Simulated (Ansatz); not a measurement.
# BN (P6_3/mmc): scan of the energy under strain

The task is a scan of the energy under strain, for BN (P6_3/mmc).

The COD entry's cell or inner coordinates are ideal or old and differ from later refinements, so a difference from it is no clean test against experiment.

Program: Ansatz 0.2.0 through its Python package. Level of theory: DFT PBE, plane waves, PAW. These are calculated values, not measurements.

### Step 1. The system

Symmetry: P6_3/mmc, No. 194, hexagonal system. The conventional cell has a = 2.498 Å, b = 2.498 Å, c = 6.636 Å, α = 90.00°, β = 90.00°, γ = 120.00°. B (site symmetry -6m2) is surrounded by 3 N at 1.44 Å. N (site symmetry -6m2) has 3 B at 1.44 Å as nearest neighbours.

The script holds or builds the structure itself.

### Step 2. The script

Contents of bn_strain.py:

```python
"""A rhombohedral strain scan of BN."""

import ansatz
import matplotlib.pyplot as plt
import numpy as np

CUTOFF = 450
FILLING = "fermi_dirac"
SIGMA = 0.02
KGRID = (12, 12, 4)

vectors0 = np.array([
    [2.49824, 0.0, 0.0],
    [-1.24912, 2.163539, 0.0],
    [0.0, 0.0, 6.6357],
])
sites = [
    ("B", (1 / 3, 2 / 3, 0.25)),
    ("B", (2 / 3, 1 / 3, 0.75)),
    ("N", (1 / 3, 2 / 3, 0.75)),
    ("N", (2 / 3, 1 / 3, 0.25)),
]


def build(cell):
    crystal = ansatz.Crystal(lattice=ansatz.Lattice.of(cell))
    for symbol, position in sites:
        crystal = crystal.atom(symbol, position)
    return crystal

# clamped ions: the fractional positions stay as typed
values = np.linspace(-0.05, 0.05, 5)
energies = []
for d in values:
    strain = d / 2 * (np.ones((3, 3)) - np.eye(3))
    cell = vectors0 @ (np.eye(3) + strain)
    setup = (
        build(cell).calculation()
        .functional(ansatz.Functional.PBE)
        .basis(CUTOFF)  # a bare number is in eV
        .occupations(FILLING, width=SIGMA)  # fractional filling near the Fermi level
        .kpoints(*KGRID)  # the mesh must be finer for metals
        .stress()
    )
    rep = setup.run().report
    energies.append(rep["free_energy_ev"] / len(sites))
    s = rep["stress_gpa"]
    print(f"d = {d:+.4f}  stress xx yy zz xy (GPa, compression positive): {s[0][0]:8.3f} {s[1][1]:8.3f} {s[2][2]:8.3f} {s[0][1]:8.3f}")
energies = np.array(energies)

for value, e in zip(values, energies):
    print(f"strain {value:7.3f}   E - Emin = {1000 * (e - energies.min()):9.3f} meV/atom")
plt.figure(figsize=(4.5, 3))
plt.plot(values, 1000 * (energies - energies.min()), "o-")
plt.xlabel("strain")
plt.ylabel("meV/atom")
plt.tight_layout()
plt.savefig("strain.png", dpi=100)
curvature = 2 * np.polyfit(values, energies, 3)[1]
volume = abs(np.linalg.det(vectors0)) / len(sites)
print(f"d2E/dd2 over the volume: {curvature / volume * 160.21766:.1f} GPa")
```

### Step 3. The input behind the calls

The engine receives this input (first run):

```yaml
crystal:
  lattice:
    - [2.49824, -0.062456000000000005, -0.062456000000000005]
    - [-1.303208475, 2.194767, -0.022860475]
    - [-0.1658925, -0.1658925, 6.6357]
  atoms:
    - { symbol: B, position: [0.3333333333333333, 0.6666666666666666, 0.25] }
    - { symbol: B, position: [0.6666666666666666, 0.3333333333333333, 0.75] }
    - { symbol: "N", position: [0.3333333333333333, 0.6666666666666666, 0.75] }
    - { symbol: "N", position: [0.6666666666666666, 0.3333333333333333, 0.25] }
basis:
  ecutwfc: 450.0
kpoints:
  mp_grid:
    grid: [12, 12, 4]
hamiltonian:
  xc: pbe
scf:
  occupations:
    method: fermi_dirac
    width: 0.02
output:
  stress: true
```

### Step 4. Launch

The run is started by

```
> python bn_strain.py
```

The program printed:

```text
d = -0.0500  stress xx yy zz xy (GPa, compression positive):    6.932    6.833    3.192   18.766
d = -0.0250  stress xx yy zz xy (GPa, compression positive):    6.352    6.325    3.040    9.439
d = +0.0000  stress xx yy zz xy (GPa, compression positive):    6.150    6.150    2.995    0.000
d = +0.0250  stress xx yy zz xy (GPa, compression positive):    6.364    6.338    3.031   -9.554
d = +0.0500  stress xx yy zz xy (GPa, compression positive):    7.034    6.932    3.124  -19.229
strain  -0.050   E - Emin =    26.875 meV/atom
strain  -0.025   E - Emin =     6.804 meV/atom
strain   0.000   E - Emin =     0.000 meV/atom
strain   0.025   E - Emin =     6.959 meV/atom
strain   0.050   E - Emin =    28.121 meV/atom
d2E/dd2 over the volume: 393.0 GPa
```

Run time: 34 s. Hardware: 1 thread of Intel Xeon Platinum 8259CL at 2.50GHz (Skylake/Cascade Lake), shared host; peak memory 0.53 GiB.

### Step 5. What changed from run to run

The engine's inputs for some of the other runs:

Run 2, against run 1:

```diff
@@ -3,3 +3,3 @@
-    - [2.49824, -0.062456000000000005, -0.062456000000000005]
-    - [-1.303208475, 2.194767, -0.022860475]
-    - [-0.1658925, -0.1658925, 6.6357]
+    - [2.49824, -0.031228000000000002, -0.031228000000000002]
+    - [-1.2761642375, 2.179153, -0.0114302375]
+    - [-0.08294625, -0.08294625, 6.6357]
```

Run 4, against run 1:

```diff
@@ -3,3 +3,3 @@
-    - [2.49824, -0.062456000000000005, -0.062456000000000005]
-    - [-1.303208475, 2.194767, -0.022860475]
-    - [-0.1658925, -0.1658925, 6.6357]
+    - [2.49824, 0.03122800000000001, 0.03122800000000001]
+    - [-1.2220757625, 2.1479250000000003, 0.011430237500000006]
+    - [0.08294625000000003, 0.08294625000000003, 6.6357]
```

Run 5, against run 1:

```diff
@@ -3,3 +3,3 @@
-    - [2.49824, -0.062456000000000005, -0.062456000000000005]
-    - [-1.303208475, 2.194767, -0.022860475]
-    - [-0.1658925, -0.1658925, 6.6357]
+    - [2.49824, 0.062456000000000005, 0.062456000000000005]
+    - [-1.195031525, 2.132311, 0.022860475]
+    - [0.1658925, 0.1658925, 6.6357]
```

### Step 6. The engine's runs

One row for each of the 5 runs:

```
run  strain  energy from run 3 (meV/atom)  pressure (GPa)  SCF cycles  CPU time (s)
  1  -0.050                         26.88            5.65           6           6.9
  2  -0.025                          6.80            5.24           6             7
  3   0.000                          0.00            5.10           6           1.4
  4   0.025                          6.96            5.24           6           6.9
  5   0.050                         28.12            5.70           6            10
```

### Step 7. Summary of results

| quantity | value |
| --- | --- |
| curvature under the strain | 393.0 GPa |
| runs compared | 5 |
| range of energy | 28.12 meV/atom |
| lowest point, strain | 0.000 |

**Reading.** Against the unstrained cell the energy per atom changes by +26.88 meV at one end of the scan and +28.12 meV at the other, and its second derivative over the volume is 393.0 GPa. Caveats:
- The curvature belongs to this strain pattern and to the cell's stress; it equals a single elastic constant only for simple patterns.
- Of the deposited cell: the entry's cell lengths or inner coordinates differ somewhat from later room-temperature determinations.
- At these settings the cell as given stands under about 5 GPa, so it isn't at this functional's equilibrium volume.
- The ions keep their fractional positions (clamped ions).
